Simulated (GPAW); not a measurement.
O:

```
O
1.0
     2.85140   -1.66242    0.00000
     2.85140    1.66242    0.00000
    -2.39449    0.00000    3.64705
O
2
Direct
  0.97455 0.97455 0.84443
  0.02545 0.02545 0.15557
```

| Property | Result |
| --- | --- |
| Program | GPAW 26.7.0 |
| Task | single point |
| Functional | PBE |
| Potentials or basis | GPAW PAW data sets (gpaw-data 1.2.1) |
| Cutoff | 800 eV |
| Basis | pw |
| k mesh | 10 × 10 × 7 |
| Occupations | fermi-dirac, width 0.05 eV |
| Spin | no spin polarisation |

On this cell: pressure -2.2 GPa; largest force 0.294 eV/Å; band gap on the k mesh none (metal or under the smearing width).

The same run follows on a disturbed copy (atoms moved at random, drawn with an rms of 0.05 Å):

```
O
1.0
     2.85140   -1.66242    0.00000
     2.85140    1.66242    0.00000
    -2.39449    0.00000    3.64705
O
2
Direct
  0.97599 0.97814 0.83922
  0.00632 0.04506 0.16634
```

Task: What does the disturbed cell give?

Result: The energy (extrapolated to zero smearing) moves by +91.1 meV/atom; pressure -9.9 GPa; largest force 4.151 eV/Å; band gap on the k mesh none (metal or under the smearing width).

Forces in eV/Å, atoms in the order of the input:
```
O   -1.722  0.229  3.770
O    1.722 -0.229 -3.770
```

Stress tensor (GPa, compression positive):
```
 -3.25   0.44   9.41
  0.44  -3.03  -1.13
  9.41  -1.13 -23.56
```

Caveats: spin is off for a triplet molecule.
